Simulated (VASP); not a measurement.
Set up this calculation in VASP 6.6.1, as the native input.

```yaml
Task: relaxation of cell and atoms
Functional: PBE
Dispersion: D3(BJ)
Potentials_or_basis: VASP PAW PBE potentials, release 64 (Ga_d, As)
Cutoff: 600 eV
k_mesh: 10 × 10 × 10
Occupations: gaussian, width 0.03 eV
Spin: no spin polarisation
Further_INCAR_settings: ALGO = Normal; EDIFF = 1e-06; IBRION = 2; EDIFFG = -0.01; NSW = 90; ISIF = 3
```

The structure of GaAs lies in POSCAR:

```
GaAs
1.0
    0.0000000000      2.8268500000      2.8268500000
    2.8268500000      0.0000000000      2.8268500000
    2.8268500000      2.8268500000      0.0000000000
Ga As
1 1
Direct
    0.0000000000      0.0000000000      0.0000000000
    0.2500000000      0.2500000000      0.2500000000
```

The input as run:

INCAR

```
SYSTEM = GaAs
PREC = Accurate
ENCUT = 600
EDIFF = 1E-6
ISMEAR = 0
SIGMA = 0.03
LREAL = .False.
LASPH = .True.
NELM = 80
ALGO = Normal
ISIF = 3
LWAVE = .False.
LCHARG = .False.
GGA = PE
IVDW = 12
IBRION = 2
NSW = 90
EDIFFG = -0.01
```

KPOINTS

```
Automatic mesh
0
Gamma
  10 10 10
  0 0 0
```

Potentials or basis: VASP PAW PBE potentials, release 64 (Ga_d, As).

Launch:

```bash
$ cat potpaw_PBE.64/Ga_d/POTCAR potpaw_PBE.64/As/POTCAR > POTCAR
$ mpirun -np 1 vasp_std > vasp.out
```

It gave:

The relaxed volume is 22.91 Å³/atom. The relaxed cell is a = 4.017 Å, b = 4.017 Å, c = 4.017 Å, α = 60.00°, β = 60.00°, γ = 60.00°, the space group after relaxing (to 0.05 Å) is F-43m (No. 216) and the energy gained by relaxing is 1.0 meV/atom. The ionic steps are 3 and the pressure after relaxing is 0.0 GPa. The band gap on the k mesh is 0.41 eV, direct and the dispersion energy per atom is -0.320 eV.

It took 49 s on 1 thread of Intel(R) Xeon(R) Platinum 8259CL CPU @ 2.50GHz (Skylake/Cascade Lake), on a shared host, peak memory 0.21 GiB.
